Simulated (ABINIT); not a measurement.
# AlN (F-43m) in ABINIT: notebook

One crystal, AlN, is run at these levels: PBE, PBEsol; tasks: single point, relaxation of cell and atoms.

Program: ABINIT 10.8.3 (patched build). These are calculated values, not measurements. Logs are shortened: lines on timing, memory, paths and dates and some standing lists are left out, and cuts for length are marked. The log counts tension as positive stress, the text compression.

### 1 The crystal as given

The structure is cubic, space group F-43m (No. 216). Conventional cell: a = 4.368 Å, b = 4.368 Å, c = 4.368 Å, α = 90.00°, β = 90.00°, γ = 90.00°. Al (site symmetry -43m) is surrounded by 4 N at 1.89 Å. N (site symmetry -43m) has 4 Al at 1.89 Å as nearest neighbours.

Measurements of this composition are mostly on another form, of space group No. 186.

### 2 Single point, PBE

Contents of run.abi:

```
# Pseudopotentials
pp_dirpath "./"
pseudos "Al.upf, N.upf"

# Structure
acell 3*1.0 Angstrom
rprim
     0.0000000000     2.1839935596     2.1839935596
     2.1839935596     0.0000000000     2.1839935596
     2.1839935596     2.1839935596     0.0000000000
ntypat 2
znucl 13 7
natom 2
typat 1 2
xred
     0.0000000000     0.0000000000     0.0000000000
     0.2500000000     0.2500000000     0.2500000000

# Plane-wave basis
ecut 36.0

# k points
kptopt 1
ngkpt 8 8 8
nshiftk 1
shiftk 0.0 0.0 0.0

# Exchange and correlation
ixc 11

# Bands and occupations
nband 8
occopt 3
tsmear 0.00183747

# SCF cycle
nstep 100
tolvrs 1.0e-10

# Output
iomode 3
prtwf 0
prtden 0
prteig 0
prtebands 0
enunit 2
```

Potentials or basis: PseudoDojo NC SR PBE v0.4.1 standard.

Command:

```bash
$ abinit run.abi > log 2>&1
```

run.abo:

```text
.Version 10.8.3 of ABINIT
 Symmetries : space group F-4 3 m (#216); Bravais cF (face-center cubic)
================================================================================
 Values of the parameters that define the memory need of the present run
     intxc =       0    ionmov =       0      iscf =       7    lmnmax =       6
     lnmax =       6     mgfft =      32  mpssoang =       3    mqgrid =    3001
     natom =       2  nloc_mem =       1    nspden =       1   nspinor =       1
    nsppol =       1      nsym =      24    n1xccc =    2501    ntypat =       2
    occopt =       3   xclevel =       2
       mpw =        1475          nfft =       32768          nkpt =          29
================================================================================
================================================================================

--------------------------------------------------------------------------------
------------- Echo of variables that govern the present computation ------------
--------------------------------------------------------------------------------
 -outvars: echo values of preprocessed input variables --------
            acell      1.8897261259E+00  1.8897261259E+00  1.8897261259E+00 Bohr
              amu      2.69815390E+01  1.40067400E+01
             ecut      3.60000000E+01 Hartree
           enunit           2
              ixc          11
         kptrlatt        8    0    0      0    8    0      0    0    8
          kptrlen      4.66933685E+01
            natom           2
            nband           8
            ngfft          32      32      32
             nkpt          29
            nstep         100
             nsym          24
           ntypat           2
           occopt           3
           prtden           0
        prtebands           0
           prteig           0
            prtwf           0
            rprim      0.0000000000E+00  2.1839935596E+00  2.1839935596E+00
                       2.1839935596E+00  0.0000000000E+00  2.1839935596E+00
                       2.1839935596E+00  2.1839935596E+00  0.0000000000E+00
          spgroup         216
           tolvrs      1.00000000E-10
           tsmear      1.83747000E-03 Hartree
            typat      1  2
           xangst      0.0000000000E+00  0.0000000000E+00  0.0000000000E+00
                       1.0919967798E+00  1.0919967798E+00  1.0919967798E+00
            xcart      0.0000000000E+00  0.0000000000E+00  0.0000000000E+00
                       2.0635748442E+00  2.0635748442E+00  2.0635748442E+00
             xred      0.0000000000E+00  0.0000000000E+00  0.0000000000E+00
                       2.5000000000E-01  2.5000000000E-01  2.5000000000E-01
            znucl       13.00000    7.00000

================================================================================

[... 97 lines left out ...]
    1        2.00000          1.10832936
    2        2.00000          5.38580493
================================================================================

 ----iterations are completed or convergence reached----

 Mean square residual over all n,k,spin=   13.266E-08; max=  21.053E-06
 reduced coordinates (array xred) for    2 atoms
       0.000000000000      0.000000000000      0.000000000000
       0.250000000000      0.250000000000      0.250000000000
 rms dE/dt=  6.7316E-29; max dE/dt=  6.7316E-29; dE/dt below (all hartree)
    1      -0.000000000000     -0.000000000000      0.000000000000
    2       0.000000000000      0.000000000000     -0.000000000000

 cartesian coordinates (angstrom) at end:
    1      0.00000000000000     0.00000000000000     0.00000000000000
    2      1.09199677980000     1.09199677980000     1.09199677980000

 cartesian forces (hartree/bohr) at end:
    1     -0.00000000000000    -0.00000000000000     0.00000000000000
    2      0.00000000000000     0.00000000000000    -0.00000000000000
 frms,max,avg= 1.5616174E-29 2.4465843E-29   0.000E+00  0.000E+00  0.000E+00 h/b

 cartesian forces (eV/Angstrom) at end:
    1     -0.00000000000000    -0.00000000000000     0.00000000000000
    2      0.00000000000000     0.00000000000000    -0.00000000000000
 frms,max,avg= 8.0301596E-28 1.2580842E-27   0.000E+00  0.000E+00  0.000E+00 e/A
 length scales=  1.889726125908  1.889726125908  1.889726125908 bohr
              =  1.000000000000  1.000000000000  1.000000000000 angstroms
 Fermi (or HOMO) energy (hartree) =   0.24166   Average Vxc (hartree)=  -0.39437
 Eigenvalues (hartree) for nkpt=  29  k points:
 kpt#   1, nband=  8, wtk=  0.00195, kpt=  0.0000  0.0000  0.0000 (reduced coord)
  -0.36046    0.18957    0.18957    0.18957    0.34363    0.65223    0.65223    0.65223
      occupation numbers for kpt#   1
   2.00000    2.00000    2.00000    2.00000    0.00000    0.00000    0.00000    0.00000
 prteigrs : prtvol=0 or 1, do not print more k-points.

 Fermi (or HOMO) energy (eV) =   6.57577   Average Vxc (eV)= -10.73142
 Eigenvalues (   eV  ) for nkpt=  29  k points:
 kpt#   1, nband=  8, wtk=  0.00195, kpt=  0.0000  0.0000  0.0000 (reduced coord)
  -9.80853    5.15860    5.15860    5.15860    9.35067   17.74800   17.74800   17.74800
 prteigrs : prtvol=0 or 1, do not print more k-points.

--- !EnergyTerms
iteration_state     : {dtset: 1, }
comment             : Components of total free energy in Hartree
kinetic             :  8.18805993646185E+00
hartree             :  2.82096193010850E+00
xc                  : -4.24885366357275E+00
Ewald energy        : -1.08999795989279E+01
psp_core            :  5.28664802613182E-01
local_psp           : -8.51484705305866E+00
non_local_psp       : -6.66403706742500E-01
internal            : -1.27923973531183E+01
'-kT*entropy'       :  7.19685703313709E-17
total_energy        : -1.27923973531183E+01
total_energy_eV     : -3.48098865387766E+02
band_energy         :  3.20538443639577E-02
...

 Cartesian components of stress tensor (hartree/bohr^3)
  sigma(1 1)= -1.37997413E-04  sigma(3 2)=  0.00000000E+00
  sigma(2 2)= -1.37997413E-04  sigma(3 1)=  0.00000000E+00
  sigma(3 3)= -1.37997413E-04  sigma(2 1)=  0.00000000E+00

-Cartesian components of stress tensor (GPa)         [Pressure=  4.0600E+00 GPa]
- sigma(1 1)= -4.06002407E+00  sigma(3 2)=  0.00000000E+00
- sigma(2 2)= -4.06002407E+00  sigma(3 1)=  0.00000000E+00
- sigma(3 3)= -4.06002407E+00  sigma(2 1)=  0.00000000E+00

== END DATASET(S) ==============================================================
================================================================================

 -outvars: echo values of variables after computation  --------
            acell      1.8897261259E+00  1.8897261259E+00  1.8897261259E+00 Bohr
           etotal     -1.2792397353E+01
            fcart     -8.1552809640E-30 -8.1552809640E-30  2.4465842892E-29
                       8.1552809640E-30  8.1552809640E-30 -2.4465842892E-29
            rprim      0.0000000000E+00  2.1839935596E+00  2.1839935596E+00
                       2.1839935596E+00  0.0000000000E+00  2.1839935596E+00
                       2.1839935596E+00  2.1839935596E+00  0.0000000000E+00
           strten     -1.3799741339E-04 -1.3799741339E-04 -1.3799741339E-04
                       0.0000000000E+00  0.0000000000E+00  0.0000000000E+00
           xangst      0.0000000000E+00  0.0000000000E+00  0.0000000000E+00
                       1.0919967798E+00  1.0919967798E+00  1.0919967798E+00
             xred      0.0000000000E+00  0.0000000000E+00  0.0000000000E+00
                       2.5000000000E-01  2.5000000000E-01  2.5000000000E-01
 Calculation completed.
```

Wall time 7.8 s (1 thread of Arm Neoverse V2, shared host); peak memory 0.06 GiB.

Results:

* Free energy: -348.0989 eV
* Pressure: 4.1 GPa
* Band gap on the k mesh: 3.32 eV, indirect (least direct gap 4.19 eV)
* Valence electrons inside the program's atomic spheres: Al 1.11; N 5.39

Caveat: the cutoff is short for stress, so the pressure is rough. A k mesh can miss the band edges.

### 3 Relaxation of cell and atoms, PBE

Contents of run.abi:

```
pp_dirpath "./"
pseudos "Al.upf, N.upf"

acell 3.0886333121 3.0886333121 3.0886333121 Angstrom
rprim
     0.0000000000     0.7071067812     0.7071067812
     0.7071067812     0.0000000000     0.7071067812
     0.7071067812     0.7071067812     0.0000000000
ntypat 2
znucl 13 7
natom 2
typat 1 2
chkprim 0
chksymtnons 0
tolsym 1.0e-6
xred
            0.0            0.0            0.0
            1/4            1/4            1/4

ecut 42.0
ecutsm 0.5

kptopt 1
ngkpt 8 8 8
nshiftk 1
shiftk 0.0 0.0 0.0

ixc 11

nband 8
occopt 3
tsmear 0.05 eV

nstep 80
tolvrs 1.0e-12

iomode 3
prteig 0
prtebands 0
prtwf 0
prtden 0

ionmov 2
optcell 2
ntime 50
tolmxf 2.0e-5
dilatmx 1.08
```

Potentials or basis: PseudoDojo NC SR PBE v0.4.1 standard.

Command:

```bash
$ abinit run.abi > log 2>&1
```

Wall time 47 s (1 thread of Arm Neoverse V2, shared host); peak memory 0.08 GiB.

It converged, with:

| Quantity | Value |
| --- | --- |
| Free energy | -348.1097 eV |
| Relaxed volume | 10.65 Å³/atom |
| Relaxed cell | a = 3.112 Å, b = 3.112 Å, c = 3.112 Å, α = 60.00°, β = 60.00°, γ = 60.00° |
| Space group after relaxing (to 0.05 Å) | F-43m (No. 216) |
| Energy gained by relaxing | 3.2 meV/atom |
| Ionic steps | 4 |
| Pressure after relaxing | 0.0 GPa |
| Band gap on the k mesh | 3.31 eV, indirect (least direct gap 4.00 eV) |

The path:
| step | energy change (eV) | largest force (eV/Å) | pressure (GPa) | volume (Å³) |
| --- | --- | --- | --- | --- |
| 1 | 0.0000 | 0.0000 | 4.50 | 20.83 |
| 2 | -0.0055 | 0.0000 | 1.69 | 21.12 |
| 3 | -0.0065 | 0.0000 | 0.04 | 21.30 |
| 4 | -0.0065 | 0.0000 | 0.00 | 21.30 |

Final structure:
```xyz
2
Lattice="0.0000 2.2003 2.2003 2.2003 0.0000 2.2003 2.2003 2.2003 0.0000" Properties=species:S:1:pos:R:3 pbc="T T T"
Al    0.0000    0.0000    0.0000
N     1.1002    1.1002    1.1002
```

A k mesh can miss the band edges. A hybrid or GW would open this gap; PBE tends to underestimate it.

### 4 Single point, PBE (cell relaxed)

Contents of run.abi:

```
# Pseudopotentials
pp_dirpath "./"
pseudos "Al.upf, N.upf"

# Structure
acell 5.8802570378 5.8802570378 5.8802570378
rprim
     0.0000000000     0.7071067812     0.7071067812
     0.7071067812     0.0000000000     0.7071067812
     0.7071067812     0.7071067812     0.0000000000
ntypat 2
znucl 13 7
natom 2
typat 1 2
xcart
     0.0000000000     0.0000000000     0.0000000000
     2.0789848133     2.0789848133     2.0789848133
chkprim 0
chksymtnons 0
tolsym 1.0e-6

# Plane-wave basis
ecut 1142.878222 eV

# k points
kptopt 1
ngkpt 8 8 8
nshiftk 1
shiftk 0.0 0.0 0.0

# Exchange and correlation
ixc 11

# Bands and occupations
nband 8
occopt 3
tsmear 0.00183747

# SCF cycle
nstep 100
tolvrs 1.0e-10

# Output
iomode 3
prtwf 0
prtden 0
prteig 0
prtebands 0
enunit 1
```

Potentials or basis: PseudoDojo NC SR PBE v0.4.1 standard.

Command:

```bash
$ abinit run.abi > log 2>&1
```

run.abo:

```text
.Version 10.8.3 of ABINIT
 Symmetries : space group F-4 3 m (#216); Bravais cF (face-center cubic)
================================================================================
 Values of the parameters that define the memory need of the present run
     intxc =       0    ionmov =       0      iscf =       7    lmnmax =       6
     lnmax =       6     mgfft =      36  mpssoang =       3    mqgrid =    3001
     natom =       2  nloc_mem =       1    nspden =       1   nspinor =       1
    nsppol =       1      nsym =      24    n1xccc =    2501    ntypat =       2
    occopt =       3   xclevel =       2
       mpw =        1895          nfft =       46656          nkpt =          29
================================================================================
================================================================================

--------------------------------------------------------------------------------
------------- Echo of variables that govern the present computation ------------
--------------------------------------------------------------------------------
 -outvars: echo values of preprocessed input variables --------
            acell      5.8802570378E+00  5.8802570378E+00  5.8802570378E+00 Bohr
              amu      2.69815390E+01  1.40067400E+01
          chkprim           0
      chksymtnons           0
             ecut      4.20000000E+01 Hartree
           enunit           1
              ixc          11
         kptrlatt        8    0    0      0    8    0      0    0    8
          kptrlen      4.70420563E+01
            natom           2
            nband           8
            ngfft          36      36      36
             nkpt          29
            nstep         100
             nsym          24
           ntypat           2
           occopt           3
           prtden           0
        prtebands           0
           prteig           0
            prtwf           0
            rprim      0.0000000000E+00  7.0710678120E-01  7.0710678120E-01
                       7.0710678120E-01  0.0000000000E+00  7.0710678120E-01
                       7.0710678120E-01  7.0710678120E-01  0.0000000000E+00
          spgroup         216
           tolsym      1.00000000E-06
           tolvrs      1.00000000E-10
           tsmear      1.83747000E-03 Hartree
            typat      1  2
[... 116 lines left out ...]
       0.250000000000      0.250000000000      0.250000000000
 rms dE/dt=  5.3218E-29; max dE/dt=  6.7316E-29; dE/dt below (all hartree)
    1       0.000000000000      0.000000000000     -0.000000000000
    2       0.000000000000      0.000000000000     -0.000000000000

 cartesian coordinates (angstrom) at end:
    1      0.00000000000000     0.00000000000000     0.00000000000000
    2      1.10015138427268     1.10015138427268     1.10015138427268

 cartesian forces (hartree/bohr) at end:
    1     -0.00000000000000    -0.00000000000000     0.00000000000000
    2      0.00000000000000     0.00000000000000    -0.00000000000000
 frms,max,avg= 3.8751058E-30 6.0711239E-30   0.000E+00  0.000E+00  0.000E+00 h/b

 cartesian forces (eV/Angstrom) at end:
    1     -0.00000000000000    -0.00000000000000     0.00000000000000
    2      0.00000000000000     0.00000000000000    -0.00000000000000
 frms,max,avg= 1.9926595E-28 3.1218975E-28   0.000E+00  0.000E+00  0.000E+00 e/A
 length scales=  5.880257037800  5.880257037800  5.880257037800 bohr
              =  3.111698016545  3.111698016545  3.111698016545 angstroms
 Fermi (or HOMO) energy (eV) =   6.81973   Average Vxc (eV)= -10.63931
 Eigenvalues (   eV  ) for nkpt=  29  k points:
 kpt#   1, nband=  8, wtk=  0.00195, kpt=  0.0000  0.0000  0.0000 (reduced coord)
  -9.86991    4.96898    4.96898    4.96898    8.96583   17.33895   17.33895   17.33895
 prteigrs : prtvol=0 or 1, do not print more k-points.

--- !EnergyTerms
iteration_state     : {dtset: 1, }
comment             : Components of total free energy in Hartree
kinetic             :  8.14254291464650E+00
hartree             :  2.84257581712244E+00
xc                  : -4.23447109569331E+00
Ewald energy        : -1.08191861520803E+01
psp_core            :  5.16995926628578E-01
local_psp           : -8.57740845324522E+00
non_local_psp       : -6.63843986773760E-01
internal            : -1.27927950293951E+01
'-kT*entropy'       :  5.58219715096402E-16
total_energy        : -1.27927950293951E+01
total_energy_eV     : -3.48109686710535E+02
band_energy         : -1.17828085790134E-02
...

 Cartesian components of stress tensor (hartree/bohr^3)
  sigma(1 1)=  2.22831320E-07  sigma(3 2)=  0.00000000E+00
  sigma(2 2)=  2.22831320E-07  sigma(3 1)=  0.00000000E+00
  sigma(3 3)=  2.22831320E-07  sigma(2 1)=  0.00000000E+00

-Cartesian components of stress tensor (GPa)         [Pressure= -6.5559E-03 GPa]
- sigma(1 1)=  6.55592377E-03  sigma(3 2)=  0.00000000E+00
- sigma(2 2)=  6.55592377E-03  sigma(3 1)=  0.00000000E+00
- sigma(3 3)=  6.55592377E-03  sigma(2 1)=  0.00000000E+00

== END DATASET(S) ==============================================================
================================================================================

 -outvars: echo values of variables after computation  --------
            acell      5.8802570378E+00  5.8802570378E+00  5.8802570378E+00 Bohr
           etotal     -1.2792795029E+01
            fcart     -2.0237079820E-30 -2.0237079820E-30  6.0711239460E-30
                       2.0237079820E-30  2.0237079820E-30 -6.0711239460E-30
            rprim      0.0000000000E+00  7.0710678120E-01  7.0710678120E-01
                       7.0710678120E-01  0.0000000000E+00  7.0710678120E-01
                       7.0710678120E-01  7.0710678120E-01  0.0000000000E+00
           strten      2.2283131968E-07  2.2283131968E-07  2.2283131968E-07
                       0.0000000000E+00  0.0000000000E+00  0.0000000000E+00
           xangst      0.0000000000E+00  0.0000000000E+00  0.0000000000E+00
                       1.1001513843E+00  1.1001513843E+00  1.1001513843E+00
             xred      0.0000000000E+00  0.0000000000E+00  0.0000000000E+00
                       2.5000000000E-01  2.5000000000E-01  2.5000000000E-01
 Calculation completed.
```

It took 11 s on 1 thread of Arm Neoverse V2, shared host; peak memory 0.07 GiB.

What came out:

- Free energy: -348.1097 eV
- Pressure: 0.0 GPa
- Band gap on the k mesh: 3.31 eV, indirect (least direct gap 4.00 eV)
- Valence electrons inside the program's atomic spheres: Al 1.07; N 5.35

A k mesh can miss the band edges.

### 5 Relaxation of cell and atoms, PBEsol

Contents of run.abi:

```
pp_dirpath "./"
pseudos "Al.upf, N.upf"

acell 5.8366710593 5.8366710593 5.8366710593
rprim
     0.0000000000     0.7071067812     0.7071067812
     0.7071067812     0.0000000000     0.7071067812
     0.7071067812     0.7071067812     0.0000000000
ntypat 2
znucl 13 7
natom 2
typat 1 2
chkprim 0
chksymtnons 0
tolsym 1.0e-6
xred
            0.0            0.0            0.0
            1/4            1/4            1/4

ecut 1142.878222 eV
ecutsm 0.5

kptopt 1
ngkpt 8 8 8
nshiftk 1
shiftk 0.0 0.0 0.0

ixc -116133

nband 8
occopt 3
tsmear 0.05 eV

nstep 80
tolvrs 1.0e-12

iomode 3
prteig 0
prtebands 0
prtwf 0
prtden 0

ionmov 2
optcell 2
ntime 50
tolmxf 2.0e-5
dilatmx 1.08
```

Potentials or basis: PseudoDojo NC SR PBEsol v0.4.1 standard.

Command:

```bash
$ abinit run.abi > log 2>&1
```

Wall time 33 s (1 thread of Arm Neoverse V2, shared host); peak memory 0.08 GiB.

The run converged. Its results:

```yaml
Free_energy: -347.3074 eV
Relaxed_volume: 10.48 Å³/atom
Relaxed_cell: a = 3.095 Å, b = 3.095 Å, c = 3.095 Å, α = 60.00°, β = 60.00°, γ = 60.00°
Space_group_after_relaxing_to_0.05_Å: F-43m (No. 216)
Energy_gained_by_relaxing: 0.2 meV/atom
Ionic_steps: 3
Pressure_after_relaxing: 0.0 GPa
Band_gap_on_the_k_mesh: 3.19 eV, indirect (least direct gap 4.07 eV)
```

The path:
| step | energy change (eV) | largest force (eV/Å) | pressure (GPa) | volume (Å³) |
| --- | --- | --- | --- | --- |
| 1 | 0.0000 | 0.0000 | 1.23 | 20.83 |
| 2 | -0.0004 | 0.0000 | 0.46 | 20.91 |
| 3 | -0.0005 | 0.0000 | 0.00 | 20.96 |

Final structure:
```xyz
2
Lattice="0.0000 2.1884 2.1884 2.1884 0.0000 2.1884 2.1884 2.1884 0.0000" Properties=species:S:1:pos:R:3 pbc="T T T"
Al    0.0000    0.0000    0.0000
N     1.0942    1.0942    1.0942
```

A k mesh can miss the band edges.

### 6 Summary

```csv
task,level,potentials or basis,cell,cutoff (eV),cell freedom (optcell),optimiser (ionmov),cutoff smearing ecutsm (Ha),force stop (Ha/bohr),gap on the mesh (eV),pressure (GPa),relaxed volume (Å³/atom)
single point,PBE,PseudoDojo NC SR PBE v0.4.1 standard,as given,980,-,-,-,-,3.32,4.1,-
relaxation of cell and atoms,PBE,PseudoDojo NC SR PBE v0.4.1 standard,relaxed,1143,2,2,0.5,2e-05,3.31,0.0,10.65
single point,PBE,PseudoDojo NC SR PBE v0.4.1 standard,cell relaxed,1143,-,-,-,-,3.31,0.0,-
relaxation of cell and atoms,PBEsol,PseudoDojo NC SR PBEsol v0.4.1 standard,relaxed,1143,2,2,0.5,2e-05,3.19,0.0,10.48
```

Alike in all rows: no spin polarisation; k mesh 8 × 8 × 8; smearing fermi-dirac 0.05 eV.

Caveats: the cutoff is short for stress, so the pressure is rough (some runs).

Absolute energies hang on the potentials; compare differences alone.
